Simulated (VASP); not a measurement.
Here is a VASP 6.6.1 calculation.

Contents of INCAR:

```
SYSTEM = TaN
PREC     = Accurate       ! precision mode
ENCUT    = 600            ! plane-wave cutoff, eV
EDIFF    = 1E-6           ! SCF threshold, eV
ISMEAR   = -1             ! smearing method
SIGMA    = 0.05           ! smearing width, eV
LREAL    = .FALSE.        ! projectors in reciprocal space
LASPH    = .TRUE.         ! aspherical terms in the spheres
NELM     = 60             ! most SCF steps
ALGO     = Fast           ! electronic algorithm
ISIF     = 3              ! what is computed and relaxed
LWAVE    = .FALSE.        ! write WAVECAR
LCHARG   = .FALSE.        ! write CHGCAR
GGA      = PS             ! functional
IBRION   = 2              ! ionic algorithm
NSW      = 60             ! ionic steps
EDIFFG   = -0.01          ! ionic threshold
```

KPOINTS

```
regular mesh
0
G
  8 8 8
  0 0 0
```

The input POSCAR:

```
TaN
1.0
    0.0000000000      2.2113230000      2.2113230000
    2.2113230000      0.0000000000      2.2113230000
    2.2113230000      2.2113230000      0.0000000000
Ta N
1 1
Direct
    0.5000000000      0.5000000000      0.5000000000
    0.0000000000      0.0000000000      0.0000000000
```

Potentials or basis: VASP PAW PBE potentials, release 64 (Ta_pv, N).

Launch:

```console
$ cat potpaw_PBE.64/Ta_pv/POTCAR potpaw_PBE.64/N/POTCAR > POTCAR
$ mpirun -np 1 vasp_std > vasp.out
```

Estimate the relaxed volume.

10.50 Å³/atom.

Predict the space group after relaxing (to 0.05 Å).

Fm-3m (No. 225).

What does it give for the relaxed cell?

a = 3.097 Å, b = 3.097 Å, c = 3.097 Å, α = 60.00°, β = 60.00°, γ = 60.00°.

Step by step:
| step | energy change (eV) | largest force (eV/Å) | pressure (GPa) | volume (Å³) |
| --- | --- | --- | --- | --- |
| 1 | 0.0000 | 0.0000 | -9.74 | 21.63 |
| 2 | 0.0940 | 0.0000 | 28.14 | 19.63 |
| 3 | -0.0193 | 0.0000 | -0.24 | 21.02 |
| 4 | -0.0195 | 0.0000 | -0.03 | 21.01 |

Caveat: the bands computed are all filled at some k points, so no gap is given; the PAW data sets were made with another functional, which shifts forces and pressure a little. Spin-orbit coupling is left out, which matters for the levels of Ta.
